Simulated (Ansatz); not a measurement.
# A small benchmark: atomisation enthalpy at 298 K

6 molecules with oxygen; the atomisation enthalpy at 298 K in kJ/mol, computed less measured. Shapes, held fixed at every level: PBE0-D4/def2-TZVP. Flexible molecules stand in one conformer, not always the lowest. Thermal terms are harmonic and unscaled (PBE0-D4/def2-TZVP); the spin-orbit lowering of the free atoms is taken from their spectra. Programs: Ansatz 0.2.0. Measured values: Active Thermochemical Tables, CRC Handbook of Chemistry and Physics, NIST-JANAF tables.

Levels: A = wB97X-V/def2-TZVPP; B = B2PLYP/def2-TZVPP; C = MP2/def2-TZVPP.

```json
{"molecule": "NOF (nitrosyl fluoride)", "from tabulated heats": "867", "A": "+34", "B": "+16", "C": "+35"}
{"molecule": "B(OH)F2 (difluorohydroxyborane)", "from tabulated heats": "2280", "A": "-5", "B": "-8", "C": "+59"}
{"molecule": "C2H5O (ethoxy radical)", "from tabulated heats": "2784", "A": "+14", "B": "-20", "C": "-56"}
{"molecule": "C3H3NO (oxazole)", "from tabulated heats": "3542", "A": "+11", "B": "-28", "C": "+9"}
{"molecule": "C4H9NO (dimethylacetamide)", "from tabulated heats": "5779", "A": "+15", "B": "-52", "C": "-63"}
{"molecule": "C5H8O2 (delta-valerolactone)", "from tabulated heats": "6206", "A": "+15", "B": "-68", "C": "-21"}
```

**Question.** Sum up the errors.

**Answer.** 
```tsv
level	kind	mean error	mean absolute error	worst case
wB97X-V/def2-TZVPP	range-separated hybrid	+14.0	15.7	NOF
B2PLYP/def2-TZVPP	double hybrid	-26.7	32.0	C5H8O2
MP2/def2-TZVPP	perturbation theory	-6.2	40.5	C4H9NO
```

On this set wB97X-V/def2-TZVPP has the smallest mean absolute error and MP2/def2-TZVPP the largest. wB97X-V/def2-TZVPP is too high in 5 of 6; B2PLYP/def2-TZVPP is too low in 5 of 6. Heats of the atoms come from ATcT where it has them, that of boron, 570 kJ/mol, from recent work. The tabulated values of NOF, B(OH)F2 are in doubt (older tables, estimates, or at odds with other calculations) and kept here. Over the 4 molecules whose values aren't doubted the mean absolute errors are A 13.8; B 42.0; C 37.2. For B2PLYP/def2-TZVPP the error tends to grow with the atomisation enthalpy. Correlated wave functions converge slowly with the basis. Open shells run unrestricted. The set is small.

The ranking of the two poorer levels depends on the doubtful references: without them B2PLYP, not MP2, has the largest mean absolute error. The lead of wB97X-V survives, and its errors on the four sounder molecules stay between +11 and +15 kJ/mol, with no sign of growing with size.

B2PLYP behaves differently. Its error becomes steadily more negative from ethoxy to delta-valerolactone, the pattern of a small deficit per bond that adds up because atomisation breaks every bond. Correlation missing from the perturbative part in a finite basis is a possible source, as is the absence of a dispersion term, and these data can't separate the two.

The small mean error of MP2 reflects cancellation between molecules, not accuracy. Nor does its error follow size: ethoxy is underbound almost as much as dimethylacetamide, while oxazole is slightly overbound. Second-order theory tends to exaggerate correlation in delocalised π systems, which can offset a general underbinding in oxazole but hardly in ethoxy. A uniform correction per bond would therefore not repair MP2.
